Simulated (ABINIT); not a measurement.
Set up this calculation in ABINIT 10.8.3 (patched build), as an ASE script.

| Property | Result |
| --- | --- |
| Task | relaxation of cell and atoms |
| Functional | PBE |
| Potentials or basis | JTH PAW PBE v2.0 |
| Cutoff | 408 eV |
| k mesh | 11 × 11 × 6 |
| Occupations | fermi-dirac, width 0.05 eV |
| Spin | no spin polarisation |
| Cutoff smearing ecutsm (Ha) | 0.5 |
| Optimiser | LBFGS |
| Force threshold (eV/Å) | 0.05 |
| Fine-grid cutoff | 816.342 eV |

The system is Al.

```xyz
2
Lattice="2.8125 0.0000 0.0000 -1.4062 2.4357 0.0000 0.0000 0.0000 4.8669" Properties=species:S:1:pos:R:3 pbc="T T T"
Al    0.0000    1.6238    1.2167
Al    1.4062    0.8119    3.6501
```

This isn't the form of Al at room conditions, which is fcc.

One way to write it, as run:

run.py

```python
import json, os
import numpy as np
from ase.constraints import FixSymmetry
from ase.optimize import LBFGS
from ase.filters import FrechetCellFilter
from ase.units import GPa
from ase.calculators.abinit import Abinit, AbinitProfile
from ase import Atoms

atoms = Atoms(['Al', 'Al'],
              cell=[[2.8124553515, 0.0, 0.0], [-1.4062276757, 2.4356577814, 0.0], [0.0, 0.0, 4.86685]],
              scaled_positions=[[0.3333333333, 0.6666666667, 0.25], [0.6666666667, 0.3333333333, 0.75]],
              pbc=True)

profile = AbinitProfile(command='abinit', pp_paths=[os.path.abspath('pseudos')])
params = dict(
    pps='pawxml', xc='PBE',
    chksymtnons=0,
    tolsym=1e-05,
    ecut=408.1708,
    pawecutdg=816.3416,
    pawxcdev=0,
    kptopt=1,
    ngkpt=[11, 11, 6],
    nshiftk=1,
    shiftk=[0.0, 0.0, 0.0],
    ixc=11,
    nband=7,
    occopt=3,
    tsmear=0.05,
    nstep=100,
    tolvrs=1e-09,
    prtwf=0,
    prtden=0,
    ecutsm=0.5,
)

atoms.calc = Abinit(profile=profile, directory='run', **params)
atoms.set_constraint(FixSymmetry(atoms, symprec=1e-4))
opt = LBFGS(FrechetCellFilter(atoms), trajectory='opt.traj')
converged = opt.run(fmax=0.05, steps=30)
print('converged', converged)
print('cell (A)', np.round(atoms.cell[:], 5).tolist())
energy = atoms.get_potential_energy()
forces = atoms.get_forces()
stress = atoms.get_stress()
print(f'energy {energy:.6f} eV')
print('forces (eV/A)')
print(np.round(forces, 5))
print('stress (GPa, Voigt, tension positive)', np.round(stress / GPa, 4))
json.dump(dict(energy=energy, forces=forces.tolist(), stress=stress.tolist(), cell=atoms.cell.tolist(), frac=atoms.get_scaled_positions(wrap=False).tolist()), open('results.json', 'w'))
```

Potentials or basis: JTH PAW PBE v2.0.

Launch:

```console
$ python run.py
```

It gave:

The relaxed volume is 16.66 Å³/atom, the relaxed cell is a = 2.856 Å, b = 2.856 Å, c = 4.717 Å, α = 90.00°, β = 90.00°, γ = 120.00° and the space group after relaxing (to 0.05 Å) is P6_3/mmc (No. 194). The energy gained by relaxing is 10.3 meV/atom, the ionic steps are 7 and the pressure after relaxing is -0.2 GPa. The band gap on the k mesh is none (metal or under the smearing width) and the valence electrons inside the program's atomic spheres are Al 0.74 (radii [1.0074] Å).

Caveat: the log and the count of SCF iterations are those of the last ABINIT call alone.

It took 40 s on 1 thread of Arm Neoverse V1, on a shared host, peak memory 0.09 GiB.
